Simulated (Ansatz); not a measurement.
**CdS (COD cell start) from one functional to the next**

The compound was started in one structure type and brought to zero pressure at each level (plane-wave PAW code Ansatz, Gaussian smearing of 0.05 eV, scalar-relativistic unless SOC, spin–orbit coupling, is named).

The start was a cell as deposited in COD.

The cell at PBE (neighbours within 15 % of each site's shortest distance, so a longer bond may be listed from one end only): It takes space group P6_3mc (No. 186, hexagonal). Conventional cell: a = 4.197 Å, b = 4.197 Å, c = 6.828 Å, α = 90.00°, β = 90.00°, γ = 120.00°. Cd (site symmetry 3m) has 4 S at 2.57 Å as nearest neighbours. Around S (site symmetry 3m) lie 4 Cd at 2.57 Å.

```tsv
level	cutoff (eV)	k-mesh	final group	a (Å)	c (Å)	V (Å³/atom)	gap (eV)	B0 (GPa)	E_f (eV/atom)
PBE	420	10×10×6	P6_3mc	4.197	6.828	26.04	1.11	53	-0.66
r²SCAN	500	6×6×4	P6_3mc	4.165	6.763	25.40	1.63	–	-0.81
```

Volumes against PBE: r²SCAN −2.4 %. r²SCAN widens the gap by 0.52 eV over PBE, as meta-GGAs in the generalised Kohn–Sham scheme often do. The formation energy spans 0.15 eV/atom over the functionals (r²SCAN lowest, PBE highest); the spread holds the functional's effect on the elements as well as on the compound.

All functionals run on datasets generated with PBE. The gaps are differences of one-electron levels. E_f is the formation energy from the elements run alike, at 0 K, without zero-point energy or dispersion between the molecules, chains or layers of the solid elements; it is good to about 0.01 eV/atom as a calculation.

All runs used the PAW datasets of the set soft_2.
